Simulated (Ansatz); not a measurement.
An Ansatz run on MgTe built on the zincblende prototype left the output below. The geometry is the r2SCAN minimum.

Structure:
```xyz
2
Lattice="0.0000 3.2331 3.2331 3.2331 0.0000 3.2331 3.2331 3.2331 0.0000" Properties=species:S:1:pos:R:3 pbc="T T T"
Mg    0.0000    0.0000    0.0000
Te    1.6166    1.6166    1.6166
```

The output, standing remarks left out:
```
Crystal: 2 atoms, lattice volume = 67.591 Å³
Basis set: ecut = 420 eV, 1363 PW (Γ)
Bands: 17, of which v1, the nominal top of the filled ones, is band 13 counted from 1 (12 counted from 0)
Symmetry: 24 space group operations
Space group: F-43m (ITA 216)
k-points: 8 of 64 (time reversal used)
SCF converged after 6 iterations
Free energy (F): -8905.492297 eV
Fermi energy:    4.305617 eV
--- Per-component energies (eV) ---
  E_band       = -667.999430
  E_kinetic    = 256.456891
  E_local      = -3312.388779
  E_nonlocal   = -214.107176
  E_hartree    = 1576.746372
  E_xc         = -153.253488
  E_vxc        = -141.529647
  E_paw        = -4955.825787
  E_vpaw       = -409.922211
  E_ewald      = -2103.120158
--- G₀W₀: contour deformation, 6 samples at zero and on the imaginary axis and 2 off it, 64 q-points, 201 empty bands' worth ---
    ik  band        ε_KS         Σx   Σc(E_QP)       V_xc       Z   E_QP_lin       E_QP  E_QP is
     0    12      4.3056   -15.7872     1.3940   -13.4631  0.7673     3.3604     3.3756  root
     0    13      4.3056   -15.7872     1.3940   -13.4631  0.7673     3.3604     3.3756  root
     0    14      6.7167    -6.8074    -3.6051   -10.6686  0.7945     6.9736     6.9727  root
     0    15      9.7666    -5.1775    -3.9895    -9.4813  0.7718    10.0828    10.0809  root
     1    12      4.0805   -15.6491     1.4597   -13.2450  0.7650     3.1199     3.1362  root
     1    13      4.0805   -15.6491     1.4597   -13.2450  0.7650     3.1199     3.1362  root
     1    14      7.7491    -6.3909    -3.7000   -10.3713  0.7877     8.0307     8.0295  root
     1    15     10.0976    -4.9463    -4.0687    -9.3105  0.7681    10.3948    10.3930  root
     2    12      3.8900   -15.5972     1.5352   -13.1020  0.7628     2.9126     2.9300  root
     2    13      3.8900   -15.5972     1.5352   -13.1020  0.7628     2.9126     2.9300  root
     2    14      7.5168    -5.9707    -3.6245    -9.8614  0.7897     7.7841     7.7831  root
     2    15      9.8291    -4.5171    -3.9403    -8.7106  0.7748    10.0837    10.0824  root
     3    12      3.6346   -15.2644     1.5976   -12.6914  0.7605     2.6406     2.6592  root
     3    13      3.6346   -15.2644     1.5976   -12.6914  0.7605     2.6406     2.6592  root
     3    14      8.2828    -4.6335    -3.6356    -8.4094  0.7872     8.4234     8.4231  root
     3    15      8.4861    -6.3040    -3.7830   -10.3906  0.7819     8.7912     8.7897  root
     4    12      2.8420   -14.6186     1.8188   -11.7946  0.7515     1.8136     1.8368  root
     4    13      3.4688   -15.2502     1.6683   -12.5935  0.7583     2.4607     2.4804  root
     4    14      8.0026    -4.7115    -3.5916    -8.4621  0.7891     8.1620     8.1616  root
     4    15      9.5716    -5.9916    -3.9359   -10.1927  0.7731     9.8381     9.8367  root
     5    12      2.7642   -14.5626     1.8610   -11.6894  0.7501     1.7278     1.7520  root
     5    13      3.8661   -15.5249     1.5236   -13.0433  0.7628     2.8909     2.9083  root
     5    14      8.6133    -5.4773    -3.8318    -9.5858  0.7819     8.8912     8.8899  root
     5    15     10.0242    -5.3868    -4.0613    -9.6218  0.7676    10.1985    10.1978  root
     6    12      3.1323   -15.1006     1.8041   -12.2834  0.7539     2.0969     2.1192  root
     6    13      3.1323   -15.1006     1.8041   -12.2834  0.7539     2.0969     2.1192  root
     6    14      7.1532    -3.9884    -3.3706    -7.4085  0.7959     7.2027     7.2027  root
     6    15      7.8416    -5.2959    -3.5282    -9.0474  0.7897     8.0655     8.0648  root
```

The points are ik 0 = (0, 0, 0) (Γ), ik 1 = (0, 0, 1/4), ik 2 = (0, 0, -1/2) (L), ik 3 = (0, 1/4, 1/4), ik 4 = (0, 1/4, -1/2), ik 5 = (0, 1/4, -1/4), ik 6 = (0, -1/2, -1/2) (X); band 13 is the last filled one.

**Question.** Write the input file that gave this output.

**Answer.**
```yaml
crystal:
  # lattice and atoms as above
kpoints:
  mp_grid: { grid: [4, 4, 4] }
hamiltonian:
  xc: pbe
scf:
  occupations: { method: fixed }
gw:
  n_empty_bands: 201
  ecut_chi: 120
  qp_bands: [v2, c2]
  qp_kpoints: band_edges
  screening: { model: contour_deformation }
```
There is no exchange loop, so no exact exchange. The quasiparticle table needs the gw block. Close relatives of this functional can't be ruled out from these lines alone. This is the file that was run; thresholds and some counts can't be read off the log exactly.

Command: `ansatz run input.yaml --threads 2 --pin off --max-ram 2211MiB --backend cpu --events-out ev --progress --plain --runs-dir out`. Wall time 32 s on 2 threads of Arm Neoverse V2, on a shared host, load about 0.2 per core; peak host memory 0.54 GiB.

Note: simulated data, non-magnetic, for a generated structure that need not be the stable one.

Spin-orbit coupling is left out, which matters wherever the heavy atoms make up the band edges.
